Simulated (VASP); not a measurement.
Input of a VASP 6.6.1 run:

The input INCAR:

```
  PREC = Accurate
  ENCUT = 520
  EDIFF = 1E-6
  ISMEAR = 0
  SIGMA = 0.02
  LREAL = F
  LASPH = T
  NELM = 100
  ALGO = Normal
  ISIF = 2
  LWAVE = F
  LCHARG = F
  GGA = PS
```

File KPOINTS:

```
Automatic mesh
0
Gamma
  12 12 12
```

The input POSCAR:

```
KF
1.0
    0.0000000000      2.6544100000      2.6544100000
    2.6544100000      0.0000000000      2.6544100000
    2.6544100000      2.6544100000      0.0000000000
K F
1 1
Direct
    0.0000000000      0.0000000000      0.0000000000
    0.5000000000      0.5000000000      0.5000000000
```

Potentials or basis: VASP PAW PBE potentials, release 64 (K_sv, F).

Launch:

```bash
$ cat potpaw_PBE.64/K_sv/POTCAR potpaw_PBE.64/F/POTCAR > POTCAR
$ mpirun -np 1 vasp_std > vasp.out
```

(1) What does it give for the pressure?

(2) Estimate the band gap on the k mesh.

## Answers

(1) 0.0 GPa.

(2) 6.13 eV, direct.

Caveat: the PAW data sets were made with another functional, which shifts forces and pressure a little.
